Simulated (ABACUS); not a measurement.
**Ta: relaxation of cell and atoms with RPBE**

Ta:

```
Ta
1.0
    -1.65128    1.65128    1.65128
     1.65128   -1.65128    1.65128
     1.65128    1.65128   -1.65128
Ta
1
Direct
  0.00000 0.00000 0.00000
```

```yaml
Program: ABACUS 3.10.1
Task: relaxation of cell and atoms
Functional: RPBE
Potentials_or_basis: SG15 ONCV 1.2 PBE
Cutoff: 1361 eV
Density_cutoff: 5442 eV
Basis: DZP LCAO (the cutoffs set its grid)
k_mesh: 8 × 8 × 8
Occupations: fermi-dirac, width 0.05 eV
Spin: no spin polarisation
Radial_cutoff_of_the_potentials_pseudo_rcut: 7 bohr
Orbital_files: Ta Ta_confined-atom_7au_3s2p2d2f.orb
Max_steps_of_the_relaxation: 60
Force_threshold: 0.005 eV/Å
Optimiser: cg
Stress_threshold: 0.2 kbar
SCF_threshold_on_the_density: 1e-07
Max_SCF_steps: 100
Eigensolver: genelpa
Mixing: broyden
Mixing_share: 0.7
Symmetry_key: 1
Bands: 18
```

| Quantity | Value |
| --- | --- |
| Relaxed volume | 18.84 Å³/atom |
| Relaxed cell | a = 2.904 Å, b = 2.904 Å, c = 2.904 Å, α = 109.47°, β = 109.47°, γ = 109.47° |
| Space group after relaxing (to 0.05 Å) | Im-3m (No. 229) |
| Energy gained by relaxing | 22.5 meV/atom |
| Ionic steps | 8 |
| Pressure after relaxing | 0.0 GPa |

The path:
```csv
step,energy change (eV),largest force (eV/Å),pressure (GPa),volume (Å³)
1,0.0000,0.0000,9.02,18.01
2,0.0807,0.0000,-14.79,20.89
3,-0.0225,0.0000,-0.34,18.88
4,-0.0225,0.0000,-0.34,18.88
5,-0.0224,0.0000,0.59,18.78
6,-0.0225,0.0000,-0.03,18.85
7,-0.0225,0.0000,-0.03,18.85
8,-0.0225,0.0000,0.00,18.84
```

Final structure:
```xyz
1
Lattice="-1.6764 1.6764 1.6764 1.6764 -1.6764 1.6764 1.6764 1.6764 -1.6764" Properties=species:S:1:pos:R:3 pbc="T T T"
Ta    0.0000    0.0000    0.0000
```

It took 29 s on 4 MPI ranks on Intel(R) Xeon(R) Platinum 8259CL CPU @ 2.50GHz (Skylake/Cascade Lake) (shared host), peak memory 0.4 GiB a rank.

Caveat: the atomic orbitals were generated for these runs and aren't a published set; the potentials were made for another functional, which shifts forces and pressure; the basis of atomic orbitals isn't converged, which shifts pressures, moduli and gaps. Spin-orbit coupling is left out, which matters for the levels of Ta.
